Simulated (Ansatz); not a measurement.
# GaN: the cost of one run

Program: Ansatz 0.2.0. PAW datasets, plane waves. Computed at 0 K without zero-point motion; spin polarisation is off.

### Step 1. The cell

The unstrained cell was relaxed with r2SCAN; in each strained cell the atoms were relaxed again with r2SCAN. Names of k-points are those of the unstrained zone, where strain can split equivalent points. First state: -2.0 % equal strain in all directions.

It is hexagonal, P6_3mc (No. 186); a = 3.119 Å, c = 5.080 Å in the conventional setting, 10.70 Å³ an atom. Ga has 4 N at 1.91 Å; N has 4 Ga at 1.91 Å.

Structure file:

```
CELL_PARAMETERS angstrom
3.11949 0.00000 0.00000
-1.55974 2.70155 0.00000
0.00000 0.00000 5.07995
ATOMIC_POSITIONS crystal
Ga 0.33333 0.66667 0.99919
Ga 0.66667 0.33333 0.49919
N 0.33333 0.66667 0.37581
N 0.66667 0.33333 0.87581
```

From earlier runs on the unstrained cell: PBE 1.93 eV, r2SCAN 2.35 eV, HSE06 3.20 eV, r2SCAN+SOC 2.35 eV, G0W0 3.09 eV (on its mesh); a = 3.183 Å, c = 5.184 Å.

### Step 2. -2.0 % equal strain in all directions: PBE

input.yaml

```yaml
crystal:
  lattice:
    - [3.1194863886, 0.0, 0.0]
    - [-1.5597431943, 2.7015544593, 0.0]
    - [0.0, 0.0, 5.0799527247]
  atoms:
    - { symbol: Ga, position: [0.3333333333, 0.6666666667, -0.0008071153] }
    - { symbol: Ga, position: [0.6666666667, 0.3333333333, 0.4991928847] }
    - { symbol: "N", position: [0.3333333333, 0.6666666667, 0.3758071153] }
    - { symbol: "N", position: [0.6666666667, 0.3333333333, 0.8758071153] }
kpoints:
  mp_grid: { grid: [12, 12, 6] }
  band_path:
    path:
      - [0.0, 0.0, 0.0]
      - [0.5, 0.0, 0.0]
      - [0.3333333333, 0.3333333333, 0.0]
      - [0.0, 0.0, 0.5]
      - [0.5, 0.0, 0.5]
      - [0.3333333333, 0.3333333333, 0.5]
    npoints: 1
hamiltonian:
  xc: pbe
scf:
  occupations: { method: fermi_dirac, width: 0.02 }
  n_extra_bands: 5
output:
  forces: true
  stress: true
  eigenvalues: true
```

On the command line:

```sh
ansatz run input.yaml --threads 2 --pin off --max-ram 29491MiB --backend cpu --events-out ev --progress --plain --runs-dir out
```

What time and memory should one allow on 2 threads of AMD EPYC 7R13 (Zen 3), shared host?

About 2.8 s, with a peak of 0.52 GiB.
